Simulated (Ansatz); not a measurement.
# How far is PAW off for Te?

```
CELL_PARAMETERS angstrom
4.50258 0.00000 0.00000
-2.25129 3.89935 0.00000
0.00000 0.00000 5.92500
ATOMIC_POSITIONS crystal
Te 0.74500 0.00000 0.33333
Te 0.00000 0.74500 0.66667
Te 0.25500 0.25500 0.00000
```

Atoms are numbered in the order listed.

The cell is COD entry 1531230, as deposited and not checked against the literature; nothing was relaxed. The listed cell was then made from it by scaling, straining or moving an atom.

No spin–orbit coupling, which matters for the heavy atoms here.

All numbers are computed: DFT, PBE, PAW with Ansatz's default frozen-core files, scalar-relativistic (Ansatz 0.2.0); DFT, PBE, all-electron PAW with datasets made for the crystal, scalar-relativistic (Ansatz 0.2.0); DFT, PBE, all-electron LAPW, scalar-relativistic (Ansatz 0.2.0).

For PAW: a Γ-centred 9×9×6 k mesh, Fermi–Dirac smearing of 0.08 eV, cutoff 420 eV, no spin polarisation. The crystal-made all-electron datasets (AE datasets) take a cutoff of 140 eV at this cell. LAPW targets a basis error of 0.5 meV/atom. The Ansatz runs share mesh, smearing and spin set-up. Plane-wave (PAW) pressures include the program's estimate of the Pulay term.

Stress and pressure are positive in compression.

The change that made this cell: equal xx and yy strain of +1 %.

```tsv
quantity	PAW	AE datasets	LAPW
pressure (GPa)	2.25	2.25	2.25
stress xx (GPa)	1.97	1.98	1.98
stress zz (GPa)	2.80	2.80	2.80
force on Te1, x (eV/Å)	-0.494	-0.491	-0.490
```
